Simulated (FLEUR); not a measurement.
TiC:

```xyz
2
Lattice="0.0000 2.1657 2.1657 2.1657 0.0000 2.1657 2.1657 2.1657 0.0000" Properties=species:S:1:pos:R:3 pbc="T T T"
Ti   -0.0259   -0.1000   -0.0917
C     2.0931    2.2301    2.0973
```

The cell is a database's computed one.

The cell isn't the ideal one: atoms moved at random, drawn with an rms of 0.1 Å.

```yaml
Program: FLEUR MaX-R8.1 (later development tree)
Task: relaxation of the atoms
Functional: PBE
Potentials_or_basis: all-electron
Basis: FLAPW
Kmax: 4.61 1/bohr
k_mesh: 6 × 6 × 6
Occupations: fermi-dirac, width 0.02 eV
Spin: no spin polarisation
Hubbard_terms: Ti d U = 1 eV, J = 0.5 eV
```

At the start: volume 10.16 Å³/atom.

Question: Where does the relaxation end?

Answer: Over 6 steps the energy falls by 62.5 meV/atom; space group Fm-3m (No. 225, to 0.05 Å).

The path:
| step | energy change (eV) | largest force (eV/Å) |
| --- | --- | --- |
| 1 | 0.0000 | 1.5628 |
| 2 | -0.0448 | 1.2054 |
| 3 | -0.1217 | 0.2255 |
| 4 | -0.1247 | 0.0422 |
| 5 | -0.1249 | 0.0132 |
| 6 | -0.1249 | 0.0026 |

Final structure:
```
Ti C
1.0
     0.00000    2.16572    2.16572
     2.16572    0.00000    2.16572
     2.16572    2.16572    0.00000
Ti C
1 1
Direct
  0.98881 0.97427 0.00291
  0.48868 0.47429 0.50308
```

Caveat: the k mesh is coarse (spacing up to 0.42 Å⁻¹), so the values aren't converged; U without spin polarisation on a metal has little footing; the U is typed as a test and isn't derived for this compound.
